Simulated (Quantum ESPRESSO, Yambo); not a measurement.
An input for Yambo 5.3.0 (NaCl (Fm-3m)):

```
optics
chi
dipoles
Chimod= "HARTREE"
% QpntsRXd
 1 | 4 |
%
% BndsRnXd
 1 | 49 |
%
NGsBlkXd= 3 Ry
% EnRngeXd
 0 | 30 | eV
%
% DmRngeXd
 0.2 | 0.2 | eV
%
ETStpsXd= 301
% LongDrXd
 1 | 0 | 0 |
%
```

The database entry behind the starting cell differs from later determinations by our own check (an axis about 0.4 % short against later determinations), so it need not match the best structure at ambient conditions.

```sh
OMP_NUM_THREADS=1 mpirun -n 4 yambo -F optics1.in -J optics1 -C optics1 > optics1.log
```

The stored states that it reads are on a 6×6×6 mesh. It takes space group Fm-3m (No. 225, cubic). Conventional cell: a = 5.620 Å, b = 5.620 Å, c = 5.620 Å, α = 90.00°, β = 90.00°, γ = 90.00°. Nearest to Na lie 6 Cl at 2.81 Å. Cl has 6 Na at 2.81 Å nearest. Farther neighbours and most contacts between anions are not listed.

Question: Estimate wall time and host memory on 4 MPI ranks of Arm Neoverse V1, shared host.

It took 26 s; on shared hardware allow 13 s to 52 s. Peak host memory was 1.4 GiB.

[Paths, hosts, dates, memory and timing lines, banners, echoed tables and standing remarks are left out of the program output.]

[Logs are printed without paths, hosts, clocks, repeated set-up lines and the standing remarks that a program may print on its own settings, such as how far it seeks lower states.]

[Runs of the session that timed out or met a known fault of the program may be left out.]

[Hosts, paths, dates, database ids (printed as entryN), source tags and the programs' standing remarks are cut or masked in the printed files.]
